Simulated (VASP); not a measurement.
# Hf in VASP: a series of runs

Runs on Hf. Level: PBE. Tasks: single point.

Everything below comes from runs of VASP 6.6.1. Logs are shortened: lines on timing, memory, paths and dates and some standing lists are left out, and cuts for length are marked.

### 1 Starting point

The cell holds a sheet with vacuum, 1 atom: a = 2.934 Å, b = 2.934 Å, c = 23.800 Å, α = 90.00°, β = 90.00°, γ = 120.00°.

The cell was built by a generator and needn't be a form met in nature.

### 2 Single point, PBE

Contents of INCAR:

```
PREC     = Accurate       # precision mode
ENCUT    = 520            # plane-wave cutoff, eV
EDIFF    = 1E-7           # SCF threshold, eV
ISMEAR   = -1             # smearing method
SIGMA    = 0.05           # smearing width, eV
LREAL    = False          # projectors in reciprocal space
LASPH    = True           # aspherical terms in the spheres
NELM     = 100            # most SCF steps
ALGO     = Fast           # electronic algorithm
ISIF     = 2              # what is computed and relaxed
LWAVE    = False          # write WAVECAR
LCHARG   = False          # write CHGCAR
LDIPOL   = True         
IDIPOL   = 3            
DIPOL    = 0.5 0.5 0.294
GGA      = PE             # functional
NBANDS   = 11             # bands
```

Contents of KPOINTS:

```
regular mesh
0
Gamma
  10 10 1
```

Contents of POSCAR:

```
Hf
1.0
    2.9335200000      0.0000000000      0.0000000000
   -1.4667600000      2.5405000000      0.0000000000
    0.0000000000      0.0000000000     23.8000000000
Hf
1
Direct
    0.0000000000      0.0000000000      0.2941200000
```

Potentials or basis: VASP PAW PBE potentials, release 64 (Hf_pv).

Run with:

```
$ cat potpaw_PBE.64/Hf_pv/POTCAR > POTCAR
$ mpirun -np 1 vasp_std > vasp.out
```

OUTCAR:

```text
PREC = Accurate
   ENCUT = 520
   EDIFF = 1E-7
   ISMEAR = -1
   LREAL = False
   LASPH = True
   NELM = 100
   ISIF = 2
   GGA = PE

 ion  position               nearest neighbor table
   1  0.000  0.000  0.294-

  LATTYP: Found a hexagonal cell.
 ALAT       =     2.9335200000
 C/A-ratio  =     8.1131200742

  Lattice vectors:

 A1 = (   2.9335200000,   0.0000000000,   0.0000000000)
 A2 = (  -1.4667600000,   2.5405000000,   0.0000000000)
 A3 = (   0.0000000000,   0.0000000000,  23.8000000000)

Analysis of symmetry for initial positions (statically):
=====================================================================
 Subroutine PRICEL returns:
 Original cell was already a primitive cell.

 Routine SETGRP: Setting up the symmetry group for a
 hexagonal supercell.

 Subroutine GETGRP returns: Found 24 space group operations
 (whereof 12 operations were pure point group operations)
 out of a pool of 24 trial point group operations.

The static configuration has the point symmetry C_6v.
 The point group associated with its full space group is D_6h.

Analysis of symmetry for dynamics (positions and initial velocities):
=====================================================================
 Subroutine PRICEL returns:
 Original cell was already a primitive cell.

 Routine SETGRP: Setting up the symmetry group for a
 hexagonal supercell.

 Subroutine GETGRP returns: Found 24 space group operations
 (whereof 12 operations were pure point group operations)
 out of a pool of 24 trial point group operations.

The dynamic configuration has the point symmetry C_6v.
 The point group associated with its full space group is D_6h.

 Subroutine INISYM returns: Found 24 space group operations
 (whereof 12 operations are pure point group operations),
 and found     1 'primitive' translations

----------------------------------------------------------------------------------------

                                     Primitive cell

  volume of cell :     177.3721

  direct lattice vectors                    reciprocal lattice vectors
     2.933520000  0.000000000  0.000000000     0.340887398  0.196811651  0.000000000
    -1.466760000  2.540500000  0.000000000     0.000000000  0.393623302  0.000000000
     0.000000000  0.000000000 23.800000000     0.000000000  0.000000000  0.042016807

  length of vectors
     2.933520000  2.933517538 23.800000000     0.393622972  0.393623302  0.042016807

  position of ions in fractional coordinates (direct lattice)
     0.000000000  0.000000000  0.294120000

  ion indices of the primitive-cell ions
   primitive index   ion index
                 1           1

----------------------------------------------------------------------------------------

 KPOINTS: regular mesh

Automatic generation of k-mesh.
 Grid dimensions read from file:
 generate k-points for:   10   10    1

 Generating k-lattice:

  Cartesian coordinates                     Fractional coordinates (reciprocal lattice)
     0.034088740  0.019681165  0.000000000     0.100000000  0.000000000  0.000000000
     0.000000000  0.039362330  0.000000000     0.000000000  0.100000000  0.000000000
     0.000000000  0.000000000  0.042016807     0.000000000  0.000000000  1.000000000

  Length of vectors
     0.039362297  0.039362330  0.042016807

  Shift w.r.t. Gamma in fractional coordinates (k-lattice)
     0.000000000  0.000000000  0.000000000

 Subroutine IBZKPT returns following result:
 ===========================================

 Found     14 irreducible k-points:

 Following reciprocal coordinates:
            Coordinates               Weight
  0.000000  0.000000  0.000000      1.000000
  0.100000 -0.000000  0.000000      6.000000
  0.200000 -0.000000  0.000000      6.000000
  0.300000  0.000000  0.000000      6.000000
  0.400000 -0.000000  0.000000      6.000000
  0.500000  0.000000  0.000000      3.000000
  0.100000  0.100000  0.000000      6.000000
  0.200000  0.100000  0.000000     12.000000
  0.300000  0.100000  0.000000     12.000000
  0.400000  0.100000  0.000000     12.000000
  0.200000  0.200000  0.000000      6.000000
  0.300000  0.200000  0.000000     12.000000
  0.400000  0.200000  0.000000      6.000000
  0.300000  0.300000  0.000000      6.000000
   k-points           NKPTS =     14   k-points in BZ     NKDIM =     14   number of bands    NBANDS=     11
   number of dos      NEDOS =    301   number of ions     NIONS =      1
   total plane-waves  NPLWV = 103680
   dimension x,y,z NGX =    24 NGY =   24 NGZ =  180
   dimension x,y,z NGXF=    48 NGYF=   48 NGZF=  360
   ions per type =               1
   NGX,Y,Z   is equivalent  to a cutoff of  13.60, 13.60, 12.57 a.u.
   NGXF,Y,Z  is equivalent  to a cutoff of  27.20, 27.20, 25.15 a.u.
 SYSTEM =  unknown system
   PREC   = accura    normal or accurate (medium, high low for compatibility)
   ISTART =      0    job   : 0-new  1-cont  2-samecut
   ICHARG =      2    charge: 1-file 2-atom 10-const
   ISPIN  =      1    spin polarized calculation?
   LNONCOLLINEAR =      F non collinear calculations
   LSORBIT =      F    spin-orbit coupling
   LASPH  =      T    aspherical Exc in radial PAW
   ENCUT  =  520.0 eV  38.22 Ry    6.18 a.u.   5.45  5.45 44.25*2*pi/ulx,y,z
   NELM   =    100;   NELMIN=  2; NELMDL= -5     # of ELM steps
   EDIFF  = 0.1E-06   stopping-criterion for ELM
   LREAL  =      F    real-space projection
   EDIFFG = 0.1E-05   stopping-criterion for IOM
   NSW    =      0    number of steps for IOM
   IBRION =     -1    ionic relax: 0-MD 1-quasi-New 2-CG
   NFREE  =      0    steps in history (QN), initial steepest desc. (CG)
   ISIF   =      2    stress and relaxation
   ISYM   =      2    0-nonsym 1-usesym 2-fastsym
   POTIM  = 0.5000    time-step for ionic-motion
   TEBEG  =    0.0;   TEEND  =   0.0 temperature during run
   PSTRESS=    0.0 pullay stress
   NELECT =      10.0000    total number of electrons
   NUPDOWN=      -1.0000    fix difference up-down
   EMIN   =  10.00;   EMAX   =-10.00  energy-range for DOS
   EFERMI =   0.00;   METHOD = LEGACY
   ISMEAR =    -1;   SIGMA  =   0.05  broadening in eV -4-tet -1-fermi 0-gaus
   EFERMI_NEDOS =   21; number of points for ismear=-14 and -15
   IALGO  =     68    algorithm
   IMIX   =      4    mixing-type and parameters
     AMIX     =   0.40;   BMIX     =  1.00
     AMIX_MAG =   1.60;   BMIX_MAG =  1.00
  volume/ion in A,a.u.               =     177.37      1196.97
  Fermi-wavevector in a.u.,A,eV,Ry     =   0.627740  1.186256  5.361477  0.394057
  Thomas-Fermi vector in A             =   1.689444
   LORBIT       =      0    0 simple, 1 ext, 2 COOP (PROOUT), +10 PAW based schemes
   GGA     = PE    functional components
   LHFCALC =     F    Hartree Fock is set to
   AEXX    =    0.0000 exact exchange contribution
   IVDW    =     0    specifies the selected vdW correction
   LEPSILON=     F    determine dielectric tensor
   LRPA    =     F    only Hartree local field effects (RPA)
 non-spin polarized calculation
 RMM-DIIS sequential band-by-band and
  energy-cutoff  :      520.00
  volume of cell :      177.37
 maximum number of plane-waves:      4889
 NGX is ok and might be reduce to    24
   NGX = 11   NGY = 11   NGZ = 89

 dipolmoment           0.000000      0.000000     -0.000001 electrons x Angstroem

 number of electron      10.0000001 magnetization

 dipolmoment           0.000000      0.000000      0.000000 electrons x Angstroem

 Free energy of the ion-electron system (eV)
  ---------------------------------------------------
  ext. energy  EPLUGINS =         0.00000000
  ---------------------------------------------------
  free energy    TOTEN  =        -7.80058386 eV

  energy without entropy =       -7.77427110  energy(sigma->0) =       -7.78742748

 E-fermi :  -3.1133     XC(G=0):  -2.1778

 val. band max:       -3.1140529556   @ k =   0.3000   0.3000   0.0000
 cond. band min:      -3.0927065763   @ k =   0.2000   0.1000   0.0000
 fundamental gap:      0.0213463793
 Fermi energy:        -3.1132546318

 k-point     1 :       0.0000    0.0000    0.0000
  band No.  band energies     occupation
      1     -33.8813      2.00000
      2     -33.0701      2.00000
      3     -33.0701      2.00000
      4      -8.6600      2.00000
      5      -3.4029      1.99392
      6      -2.8644      0.01368
      7      -1.2962      0.00000
      8      -1.2961      0.00000
      9       0.9253      0.00000
     10       1.1353      0.00000
     11       1.5006      0.00000

 k-point     2 :       0.1000   -0.0000    0.0000
  band No.  band energies     occupation
      1     -33.8637      2.00000
      2     -33.1957      2.00000
      3     -33.0979      2.00000
      4      -8.2389      2.00000
      5      -3.1937      1.66668
      6      -2.9132      0.03592
      7      -1.7252      0.00000
      8      -0.9199      0.00000
      9       1.1157      0.00000
     10       1.1492      0.00000
     11       1.8642      0.00000

 k-point     3 :       0.2000   -0.0000    0.0000
  band No.  band energies     occupation
      1     -33.8174      2.00000
      2     -33.5139      2.00000
      3     -33.1698      2.00000
      4      -7.1462      2.00000
      5      -3.1455      1.31151
      6      -2.8631      0.01333
      7      -2.2265      0.00000
      8       0.1705      0.00000
      9       1.0693      0.00000
     10       1.7148      0.00000
     11       1.8124      0.00000
[... 127 lines left out ...]
 k-point    13 :       0.4000    0.2000    0.0000
  band No.  band energies     occupation
      1     -34.1452      2.00000
      2     -33.6796      2.00000
      3     -33.6299      2.00000
      4      -4.4179      2.00000
      5      -3.5720      1.99979
      6      -1.6324      0.00000
      7      -1.1942      0.00000
      8      -0.5078      0.00000
      9       4.5489      0.00000
     10       4.7474      0.00000
     11       5.7955      0.00000

 k-point    14 :       0.3000    0.3000    0.0000
  band No.  band energies     occupation
      1     -34.0277      2.00000
      2     -33.7987      2.00000
      3     -33.6741      2.00000
      4      -3.2368      1.84410
      5      -3.1141      1.00798
      6      -2.6279      0.00012
      7      -2.0172      0.00000
      8      -0.3787      0.00000
      9       4.9708      0.00000
     10       5.0684      0.00000
     11       5.2705      0.00000

------------------------ aborting loop because EDIFF is reached ----------------------------------------

 vacuum level on the upper side and lower side of the slab       (xc-potential included)        -0.010        -0.010

  FORCE on cell =-STRESS in cart. coord.  units (eV):
  Direction    XX          YY          ZZ          XY          YZ          ZX
  --------------------------------------------------------------------------------------
  -------------------------------------------------------------------------------------
  Total       -0.3321199     -0.3321192     -0.0033174      0.0000000     -0.0000000      0.0000000
  in kB       -2.9999934     -2.9999867     -0.0299654      0.0000000     -0.0000000      0.0000000
  external PRESSURE =      -2.0099818 kB  Pullay stress =       0.0000000 kB

 VOLUME and BASIS-vectors are now :
 -----------------------------------------------------------------------------
  energy-cutoff  :      520.00
  volume of cell :      177.37
      direct lattice vectors                 reciprocal lattice vectors
     2.933520000  0.000000000  0.000000000     0.340887398  0.196811651  0.000000000
    -1.466760000  2.540500000  0.000000000     0.000000000  0.393623302  0.000000000
     0.000000000  0.000000000 23.800000000     0.000000000  0.000000000  0.042016807

 POSITION                                       TOTAL-FORCE (eV/Angst)
 -----------------------------------------------------------------------------------
      0.00000      0.00000      7.00006        -0.000000     -0.000000     -0.000000
 -----------------------------------------------------------------------------------
    total drift:                                0.000000      0.000000      0.000013

  FREE ENERGIE OF THE ION-ELECTRON SYSTEM (eV)
  ---------------------------------------------------
  free  energy   TOTEN  =        -7.8005838553 eV

  energy  without entropy=       -7.7742710972  energy(sigma->0) =       -7.78742748

 vacuum level on the upper side and lower side of the slab         1.227         1.227
```

It took 76 s on 1 thread of Intel Xeon Platinum 8259CL at 2.50GHz (Skylake/Cascade Lake), shared host; peak memory 0.3 GiB.

Results:

```
Free energy            : -7.8006 eV
Band gap on the k mesh : none (metal or under the smearing width)
```

Levels at points of the mesh, in eV from the Fermi level:
| k point | band 3 | band 4 | band 5 | band 6 | band 7 | band 8 |
| --- | --- | --- | --- | --- | --- | --- |
| (0.00, 0.00, 0.00) | -29.96 | -5.55 | -0.29 | 0.25 | 1.82 | 1.82 |
| (0.50, 0.00, 0.00) | -30.24 | -2.79 | -1.01 | 2.33 | 2.67 | 4.01 |

The run has no spin-orbit coupling, so splittings on Hf are missing.

### 3 Single point, PBE

Contents of INCAR:

```
SYSTEM = Hf
PREC = Accurate ; ENCUT = 520
EDIFF = 1E-7 ; ISMEAR = -1
SIGMA = 0.05 ; LREAL = .False.
LASPH = .True. ; NELM = 100
ALGO = Normal ; ISIF = 2
LWAVE = .False. ; LCHARG = .True.
LDIPOL = .True. ; IDIPOL = 3
DIPOL = 0.5 0.5 0.294 ; GGA = PE
LELF = .True. ; LVHAR = .True.
LVACPOTAV = .True. ; NBANDS = 11
```

Contents of KPOINTS:

```
regular mesh
0
Gamma
  10 10 1
  0 0 0
```

POSCAR is that of step 2.

Potentials or basis: VASP PAW PBE potentials, release 64 (Hf_pv).

Run with:

```
$ cat potpaw_PBE.64/Hf_pv/POTCAR > POTCAR
$ mpirun -np 1 vasp_std > vasp.out
```

Wall time 68 s (1 thread of Intel Xeon Platinum 8259CL at 2.50GHz (Skylake/Cascade Lake), shared host); peak memory 0.3 GiB.

It converged, with:

| Property | Result |
| --- | --- |
| Free energy | -7.8006 eV |
| Band gap on the k mesh | none (metal or under the smearing width) |
| Work function of the upper face | 4.35 eV |
| Work function of the lower face | 4.35 eV |

Levels at points of the mesh, in eV from the Fermi level:
| k point | band 3 | band 4 | band 5 | band 6 | band 7 | band 8 |
| --- | --- | --- | --- | --- | --- | --- |
| (0.00, 0.00, 0.00) | -29.96 | -5.55 | -0.29 | 0.25 | 1.82 | 1.82 |
| (0.50, 0.00, 0.00) | -30.24 | -2.79 | -1.01 | 2.33 | 2.67 | 4.01 |

Spin-orbit coupling is left out, which matters for the levels of Hf.
